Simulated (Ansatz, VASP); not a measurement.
# GaN in two plane-wave programs, part 3 of 3

Wanted: the spread between two codes on one cell, functional and k mesh.

VASP 6.6.1 and Ansatz 0.2.0.

So far. Step 4 (Differences): The forces differ by 1.3 meV/Å r.m.s., which is 1.5 % of the r.m.s. force of 0.09 eV/Å (both taken over all components). Among the levels compared at these points, filled levels agree within 10 meV and empty ones within 8 meV.

The database entry behind the starting cell differs from later determinations by our own check (about 0.3 % short, ideal inner coordinate), so it need not match the best structure at ambient conditions.

## 6. VASP: band structure, r2SCANh with an exact-exchange share of 0.1

Level of this step: r2SCANh; plane waves and PAW (Ga_d, N) (VASP).

The same cell, functional, mesh and smearing now go to VASP, with its own data sets and cutoff.

The run reads the wave functions of an earlier VASP run, which isn't shown here.

Input file INCAR:

```
SYSTEM = GaN
PREC = Accurate
ENCUT = 520
EDIFF = 1E-06
NELM = 100
ISMEAR = 0
SIGMA = 0.02
LREAL = .FALSE.
ALGO = Normal
LHFCALC = .TRUE.
AEXX = 0.1
METAGGA = R2SCAN
LASPH = .TRUE.
NBANDS = 24
PRECFOCK = Fast
HFRCUT = -1
LORBIT = 11
LWAVE = .FALSE.
LCHARG = .FALSE.
KPAR = 8
```

Input file POSCAR:

```
GaN
1.0
    3.1800000000      0.0000000000      0.0000000000
   -1.5900000000      2.7539607840      0.0000000000
    0.0000000000      0.0000000000      5.1660000000
Ga N
2 2
Direct
    0.3333333333      0.6666666667      0.0000000000
    0.6666666667      0.3333333333      0.5000000000
    0.3333333333      0.6666666667      0.3750000000
    0.6666666667      0.3333333333      0.8750000000
```

Input file KPOINTS:

```
Automatic mesh
0
Gamma
5 5 3
0 0 0
```

Input file KPOINTS_OPT:

```
Line mode
6
Line-mode
Reciprocal
  0.00000000   0.00000000   0.00000000 GAMMA
  0.50000000   0.00000000   0.00000000 M

  0.50000000   0.00000000   0.00000000 M
  0.33333333   0.33333333   0.00000000 K

  0.33333333   0.33333333   0.00000000 K
  0.00000000   0.00000000   0.00000000 GAMMA

  0.00000000   0.00000000   0.00000000 GAMMA
  0.00000000   0.00000000   0.50000000 A

  0.00000000   0.00000000   0.50000000 A
  0.50000000   0.00000000   0.50000000 L

  0.50000000   0.00000000   0.50000000 L
  0.33333333   0.33333333   0.50000000 H

  0.33333333   0.33333333   0.50000000 H
  0.00000000   0.00000000   0.50000000 A

  0.50000000   0.00000000   0.50000000 L
  0.50000000   0.00000000   0.00000000 M

  0.33333333   0.33333333   0.00000000 K
  0.33333333   0.33333333   0.50000000 H
```

Potentials, in the order of the species: Ga_d and N (PBE family, release 64).

On the command line:

```bash
mpirun -np 8 vasp_std
```

Numbers of over 12 decimals in the logs are rounded to 6 here.

Output:

```text
[banner, memory and clock lines left out]
running    8 mpi-ranks, on    1 nodes
[...]
[... a notice as in an earlier step ...]

 [... a notice as in an earlier step ...]

 LDA part: xc-table for (None), standard interpolation
 found WAVECAR, reading the header
 POSCAR, INCAR and KPOINTS ok, starting setup
[...]
HFRCUT set to (new)   9.321890
 reading WAVECAR
 the WAVECAR file was read successfully
 initial charge from wavefunction
 entering main loop
       N       E                     dE             d eps       ncg     rms          rms(c)
DAV:   1    -0.447603218877E+02   -0.44760E+02   -0.12707E+00   640   0.215E+01    0.886E-01
DAV:   2    -0.447460898738E+02    0.14232E-01   -0.12272E-01   728   0.739E+00    0.540E-01
DAV:   3    -0.447457420788E+02    0.34779E-03   -0.16018E-02   768   0.208E+00    0.331E-01
DAV:   4    -0.447461802539E+02   -0.43818E-03   -0.25808E-03   720   0.521E-01    0.183E-01
[...]
DAV:  10    -0.447463413484E+02   -0.23301E-05   -0.84031E-07   264   0.926E-03    0.878E-03
[...]
DAV:  12    -0.447463433694E+02   -0.74369E-06   -0.23319E-07   240   0.524E-03
   1 F= -.44746343E+02 E0= -.44746343E+02  d E =-.204768E-32
 Start KPOINTS_OPT (optional k-point list driver)
k-point batch [1-10\54]
       N       E                     dE             ncg
DAV:   1     0.978434279634E+03   -0.85301E+04      528
DAV:   2    -0.183006734997E+04   -0.28085E+04      496
DAV:   3    -0.217334322434E+04   -0.34328E+03      616
DAV:   4    -0.218522375076E+04   -0.11881E+02      624
DAV:   5    -0.218541056043E+04   -0.18681E+00      616
DAV:   6    -0.218541882077E+04   -0.82603E-02      752
DAV:   7    -0.218541892501E+04   -0.10425E-03      608
DAV:   8    -0.218541892751E+04   -0.24977E-05      584
DAV:   9    -0.218541892762E+04   -0.10742E-06      432
[...]
k-point batch [51-54\54]
       N       E                     dE             ncg
DAV:   1     0.899296398859E+04   -0.59103E+04      200
DAV:   2     0.785763082511E+04   -0.11353E+04      216
DAV:   3     0.773189771342E+04   -0.12573E+03      224
DAV:   4     0.772770552406E+04   -0.41922E+01      256
DAV:   5     0.772764591482E+04   -0.59609E-01      240
DAV:   6     0.772764388210E+04   -0.20327E-02      264
DAV:   7     0.772764380964E+04   -0.72459E-04      224
DAV:   8     0.772764380892E+04   -0.71784E-06      176
```

OUTCAR, selected parts (step 6):

```text
 POSITION                                       TOTAL-FORCE (eV/Angst)
 -----------------------------------------------------------------------------------
     -0.00000      1.83597      0.00000         0.000000     -0.000000     -0.143397
      1.59000      0.91799      2.58300        -0.000000      0.000000     -0.143397
     -0.00000      1.83597      1.93725         0.000000      0.000000      0.143397
      1.59000      0.91799      4.52025         0.000000     -0.000000      0.143397
 -----------------------------------------------------------------------------------
    total drift:                                0.000002      0.000003      0.043858

  FREE ENERGIE OF THE ION-ELECTRON SYSTEM (eV)
  ---------------------------------------------------
  free  energy   TOTEN  =       -44.7463433694 eV

  energy  without entropy=      -44.7463433694  energy(sigma->0) =      -44.74634337

[... 2 parts as in an earlier step ...]

[... 1 further part left out ...]
[key lines of the parts left out:]
E-fermi :   4.8974
```

## 7. Differences

What differs besides the data sets and the points named for the pairs above, as far as they apply: the cutoff is 500 eV in Ansatz and 520 eV in VASP. Total energies have different zeros and are not compared.

The two programs side by side:

```tsv
quantity	Ansatz	VASP	difference
gap over the path points (eV)	3.111	3.112	-0.001
```

Forces (eV/Å; atoms numbered as in POSCAR):

```tsv
atom	Ansatz x, y, z	VASP x, y, z
Ga1	0.000, 0.000, -0.148	0.000, 0.000, -0.143
Ga2	0.000, 0.000, -0.148	0.000, 0.000, -0.143
N3	0.000, 0.000, 0.148	0.000, 0.000, 0.143
N4	0.000, 0.000, 0.148	0.000, 0.000, 0.143
```

Levels at points of the path, from each program's valence-band top (eV; 4 filled, then empty):

```tsv
k (reciprocal lattice)	Ansatz	VASP
0.000 0.000 0.000	-1.13 -0.06 0.00 0.00 3.11 5.65 10.91	-1.13 -0.05 0.00 0.00 3.11 5.64 10.91
0.400 0.000 0.000	-4.64 -2.80 -1.89 -0.95 6.34 7.03 7.58	-4.63 -2.80 -1.88 -0.95 6.34 7.02 7.57
0.400 0.200 0.000	-4.67 -3.79 -2.62 -2.26 6.61 8.51 8.53	-4.67 -3.79 -2.61 -2.26 6.61 8.49 8.53
0.200 0.200 0.000	-4.62 -3.16 -1.52 -1.38 7.09 7.80 9.03	-4.61 -3.16 -1.52 -1.38 7.08 7.80 9.02
0.000 0.000 0.100	-1.10 -0.38 -0.03 -0.03 3.38 5.67 10.83	-1.10 -0.37 -0.03 -0.03 3.38 5.66 10.83
0.000 0.000 0.500	-0.58 -0.58 -0.58 -0.58 5.59 5.59 10.10	-0.58 -0.58 -0.58 -0.58 5.59 5.59 10.09
0.400 0.000 0.500	-2.12 -2.12 -1.95 -1.95 5.84 5.84 9.39	-2.12 -2.12 -1.95 -1.95 5.83 5.83 9.38
0.400 0.200 0.500	-3.72 -3.72 -1.67 -1.67 6.98 6.98 9.56	-3.72 -3.72 -1.67 -1.67 6.97 6.97 9.55
0.200 0.200 0.500	-2.73 -2.73 -1.94 -1.94 7.05 7.05 9.47	-2.73 -2.73 -1.93 -1.93 7.04 7.04 9.46
0.500 0.000 0.400	-2.56 -2.35 -1.78 -1.73 5.37 6.04 9.12	-2.55 -2.36 -1.78 -1.73 5.36 6.03 9.11
```

The forces differ by 2.7 meV/Å r.m.s., which is 3.3 % of the r.m.s. force of 0.08 eV/Å (both taken over all components). Among the levels compared at these points, filled levels agree within 6 meV and empty ones within 24 meV.

## 8. Summary of results

| Property | Result |
| --- | --- |
| difference in gap over the path points (band structure, B3LYP with an exact-exchange share of 0.2) | -0.0043 eV |
| difference in gap over the path points (band structure, r2SCANh with an exact-exchange share of 0.1) | -0.0010 eV |

In words: The difference in gap over the path points is -0.0043 eV (band structure, B3LYP with an exact-exchange share of 0.2), within the 0.08 eV picked in this series as the mark of a large difference. How closely two codes agree says nothing of how well the functional describes the real material.

[Lines on the potential files, build, host, timing and source positions are cut from VASP's logs without a mark.]

[Logs are printed without paths, hosts, clocks, repeated set-up lines and the standing remarks that a program may print on its own settings, such as how far it seeks lower states.]

[Hosts, paths, dates, database ids (printed as entryN), source tags and the programs' standing remarks are cut or masked in the printed files.]
